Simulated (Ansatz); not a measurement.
Vibrational response of HfO₂

The calculation used DFT PBE, scalar-relativistic, plane waves, PAW (Ansatz 0.2.0). Plane waves to 420 eV; Γ-centred k mesh 8×8×8; fixed occupations. No spin polarisation. Phonons by linear response, acoustic sum rule imposed.

Equilibrium structure at this level:
```
CELL_PARAMETERS angstrom
-2.00933 2.00933 5.32347
2.00933 -2.00933 5.32347
2.00933 2.00933 -5.32347
ATOMIC_POSITIONS crystal
Hf 0.00000 0.00000 0.00000
Hf 0.75000 0.25000 0.50000
O 0.79831 0.79831 0.00000
O 0.95169 0.45169 0.50000
O 0.54831 0.04831 0.50000
O 0.20169 0.20169 0.00000
```

It was reached by relaxing an invented guess, and it needn't be the stable form of this composition. Spin–orbit coupling is left out, which matters for heavy elements.

Optical modes at Γ (transverse, no macroscopic field):
| frequency (THz) | degeneracy | IR intensity of the level ((D/Å)²/amu) |
| --- | --- | --- |
| 3.32 | 2 | 0.00 |
| 4.85 | 2 | 0.00 |
| 6.41 | 1 | 0.00 |
| 7.88 | 2 | 25.26 |
| 10.35 | 1 | 41.45 |
| 13.60 | 2 | 96.71 |
| 14.44 | 1 | 0.00 |
| 15.27 | 1 | 0.00 |
| 15.98 | 1 | 0.00 |
| 18.79 | 2 | 0.00 |

All 15 optical modes at Γ are real: no displacement of atoms at fixed cell lowers the energy to second order. Strains and modes at other wave vectors aren't tested by this run.

```
Electronic dielectric constant ε∞ (principal values) : 4.06, 4.15, 4.15
Static dielectric constant ε0 (principal values)     : 12.7, 14.5, 14.5
Refractive index √ε∞, mean                           : 2.03
Kohn–Sham gap on the mesh                            : 4.43 eV
Cost                                                 : 9.5 min on 4 threads of Arm Neoverse V1, with other jobs on the host, peak memory 4 GiB
```

Born effective charges (e):
```json
{"atom": "Hf (atom 1)", "Z*xx": "5.22", "Z*yy": "5.22", "Z*zz": "4.94", "mean": "5.13"}
{"atom": "O (atom 3)", "Z*xx": "-4.20", "Z*yy": "-1.02", "Z*zz": "-2.47", "mean": "-2.56"}
```
